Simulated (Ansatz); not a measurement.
Runs of Ansatz 0.2.0 on InSe. It takes space group P-6m2 (No. 187, hexagonal). The conventional cell has a = 4.047 Å, b = 4.047 Å, c = 18.052 Å, α = 90.00°, β = 90.00°, γ = 120.00°. Around In (site symmetry 3m) lie 3 Se at 2.65 Å and 1 In at 2.79 Å. Around In (site symmetry 3m) lie 3 Se at 2.65 Å and 1 In at 2.79 Å. Se (site symmetry 3m) is surrounded by 3 In at 2.65 Å. Se (site symmetry 3m) has 3 In at 2.65 Å as nearest neighbours. Measurements of this composition are mostly on another form, of space group No. 160.

```tsv
level	gap on the mesh (eV)	pressure (GPa)	largest force (eV/Å)
BLYP	0.65	3.9	0.44
PBEsol	0.64	-0.8	0.06
revPBE	0.84	(b)	0.31
RPBE	(a)	3.0	0.34
LDA	0.50	-2.3	0.15
```

Alike in all rows: task band structure; potentials or basis Ansatz PAW; no spin polarisation; cell as given; k mesh 6 × 6 × 2; cutoff (eV) 420; smearing fermi-dirac 0.05 eV.

Estimate the missing entries.

(a) 0.87; (b) 2.6.

Caveats: spin-orbit coupling is left out, which moves the levels of the heavy elements; the PAW data sets come from PBE, with cores solved anew for the run's functional, which leaves a small shift of forces and pressure; this functional lacks dispersion, which binds the layers, so the pressure and a relaxed spacing across them are unreliable (some runs).

A k mesh can miss the band edges, and the runs leave out spin-orbit coupling on In, Se.

Runs at the PBE level aren't shown here.
